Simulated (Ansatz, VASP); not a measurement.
# One calculation of Be, two programs

```xyz
1
Lattice="-1.2531 1.2531 1.2531 1.2531 -1.2531 1.2531 1.2531 1.2531 -1.2531" Properties=species:S:1:pos:R:3 pbc="T T T"
Be    0.0000    0.0000    0.0000
```

Alike in both runs: task electric field gradients; functional PBE; k mesh 23 × 23 × 23; occupations fermi-dirac, width 0.03 eV; no spin polarisation.

```csv
,VASP,Ansatz
version,VASP 6.6.1,Ansatz 0.2.0
potentials or method,"VASP PAW PBE potentials, release 64 (Be)","PAW with Ansatz's default frozen-core files, scalar-relativistic"
plane-wave cutoff (eV),520,420
valence electrons in the cell,2,2
```

|  | VASP | Ansatz | Ansatz less VASP |
| --- | --- | --- | --- |
| pressure (GPa) | -0.7 | -0.9 | -0.15 |
| Vzz of the field gradient on the site that differs most (V/Å²) | 0.0 | 0.0 | 0.00 |
